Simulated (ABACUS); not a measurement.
# GaP: single point with PBE

GaP:

```
Ga P
1.0
     0.00000    2.72525    2.72525
     2.72525    0.00000    2.72525
     2.72525    2.72525    0.00000
Ga P
1 1
Direct
  0.99861 0.98428 0.01741
  0.74762 0.74713 0.75281
```

The cell isn't the ideal one: atoms moved at random, drawn with an rms of 0.05 Å.

```json
{
  "Program": "ABACUS 3.10.1",
  "Task": "single point",
  "Functional": "PBE",
  "Potentials or basis": "PseudoDojo NC SR 0.4.1 PBE standard",
  "Cutoff": "1102 eV",
  "Density cutoff": "4408 eV",
  "Basis": "plane waves",
  "k mesh": "8 × 8 × 8",
  "Occupations": "fermi-dirac, width 0.05 eV",
  "Spin": "no spin polarisation"
}
```

- Pressure: 2.7 GPa
- Largest force: 0.558 eV/Å
- Band gap on the k mesh: 1.44 eV, indirect (least direct gap 1.67 eV)

Forces in eV/Å, atoms in the order of the input:
```
Ga  -0.091 -0.436  0.336
P    0.091  0.436 -0.336
```

Stress tensor (GPa, compression positive):
```
 2.73  1.04 -1.35
 1.04  2.64 -0.28
-1.35 -0.28  2.68
```

Levels at points of the mesh, in eV from the valence-band top:
| k point | band 5 | band 6 | band 7 | band 8 | band 9 | band 10 | band 11 |
| --- | --- | --- | --- | --- | --- | --- | --- |
| (0.00, 0.00, 0.00) | -14.62 | -12.64 | -0.32 | -0.13 | 0.00 | 1.67 | 3.66 |
| (0.50, 0.00, 0.00) | -14.61 | -10.58 | -6.79 | -1.40 | -1.12 | 1.53 | 4.38 |
| (0.00, 0.50, 0.00) | -14.61 | -10.63 | -6.63 | -1.38 | -1.19 | 1.44 | 4.38 |
| (0.50, 0.50, 0.00) | -14.60 | -9.69 | -6.90 | -2.87 | -2.78 | 1.47 | 1.71 |
| (0.00, 0.00, 0.50) | -14.62 | -10.52 | -6.95 | -1.32 | -1.17 | 1.61 | 4.54 |
| (0.50, 0.00, 0.50) | -14.60 | -9.69 | -6.90 | -2.89 | -2.77 | 1.45 | 1.73 |
| (0.00, 0.50, 0.50) | -14.60 | -9.68 | -6.91 | -2.83 | -2.82 | 1.50 | 1.67 |
| (0.50, 0.50, 0.50) | -14.61 | -10.59 | -6.75 | -1.41 | -1.13 | 1.50 | 4.36 |

It took 22 s on 4 MPI ranks on AMD EPYC 9R45 (Zen 5) (shared host), peak memory 0.52 GiB a rank.

A k mesh can miss the band edges.
